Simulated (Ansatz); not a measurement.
Runs of Ansatz 0.2.0 on ZrS. Symmetry: Fm-3m, No. 225, cubic system. Conventional cell: a = 5.250 Å, b = 5.250 Å, c = 5.250 Å, α = 90.00°, β = 90.00°, γ = 90.00°. Zr (site symmetry m-3m) has 6 S at 2.62 Å as nearest neighbours. Around S (site symmetry m-3m) lie 6 Zr at 2.62 Å. 

```csv
task,level,potentials or basis,spin,U,cell,k mesh,cutoff (eV),smearing,other functionals evaluated on the density,basis error allowed,mesh quality,gap on the mesh (eV),pressure (GPa),relaxed volume (Å³/atom)
phonons,PBEsol,"all-electron LAPW, scalar-relativistic",off,-,as given,9 × 9 × 9,224,fermi-dirac 0.05 eV,-,0.001 eV/atom,not flagged,none,-,-
density of states,PBEsol+U,"all-electron LAPW, scalar-relativistic",off,Zr d U = 2 eV,as given,9 × 9 × 9,212,fermi-dirac 0.05 eV,-,0.001 eV/atom,not flagged,none,-4.4,-
density of states,PBEsol,all-electron PAW datasets made for the crystal,off,-,as given,9 × 9 × 9,240,fermi-dirac 0.05 eV,-,-,not flagged,none,-6.4,-
density of states,PBEsol+U,"all-electron LAPW, scalar-relativistic",off,Zr d U = 6 eV,as given,9 × 9 × 9,212,fermi-dirac 0.05 eV,-,0.001 eV/atom,not flagged,none,0.9,-
single point,PBEsol,"all-electron LAPW, scalar-relativistic",off,-,as given,5 × 5 × 5,212,fermi-dirac 0.03 eV,-,0.001 eV/atom,coarse,none,(c),-
single point,PBEsol,"all-electron LAPW, scalar-relativistic",off,-,as given,9 × 9 × 9,212,fermi-dirac 0.05 eV,-,0.001 eV/atom,not flagged,none,-6.4,-
band structure,BLYP,"all-electron LAPW, scalar-relativistic",off,-,as given,9 × 9 × 9,212,fermi-dirac 0.05 eV,-,0.001 eV/atom,not flagged,-,5.4,-
single point,BLYP+D4,"all-electron LAPW, point nuclei","collinear, ferromagnetic start",-,as given,9 × 9 × 9,195,gaussian 0.05 eV,"LDA, PBE, PBEsol",0.002 eV/atom,not flagged,none,(b),-
relaxation of cell and atoms,BLYP,"all-electron LAPW, scalar-relativistic",off,-,relaxed,9 × 9 × 9,-,fermi-dirac 0.05 eV,-,0.001 eV/atom,not flagged,-,0.0,18.88
relaxation of cell and atoms,PBEsol,"all-electron LAPW, scalar-relativistic",off,-,relaxed,9 × 9 × 9,-,fermi-dirac 0.05 eV,-,0.001 eV/atom,not flagged,-,0.0,17.23
single point,PBEsol,"all-electron LAPW, scalar-relativistic",off,-,as given,9 × 9 × 9,212,gaussian 0.05 eV,-,0.001 eV/atom,not flagged,none,-6.5,-
relaxation of cell and atoms,BLYP+D3(BJ),"all-electron LAPW, scalar-relativistic",off,-,relaxed,9 × 9 × 9,-,fermi-dirac 0.05 eV,-,0.001 eV/atom,not flagged,-,0.0,(a)
```

Problem. Estimate the missing entries.

Solution. (a) 17.38; (b) -0.6; (c) -6.9.

Caveats: some runs use coarse meshes; U is the effective U less J, on atomic orbitals that reach past the spheres (some runs); U without spin polarisation on a metal has little footing (some runs); a metal's response needs a denser mesh (some runs); the program warned that the printed levels may be off, so bands, gaps and densities of states are rough (some runs); the k mesh is thin for a metal, which can move the energy by tens of meV per atom (some runs); pairwise dispersion overbinds metals, which lowers pressure and volume (some runs).

A k mesh can miss the band edges, and the runs leave out spin-orbit coupling on Zr.

A gap of «none» marks a metal or a gap under the smearing width.

Not every run made on this cell is shown here.
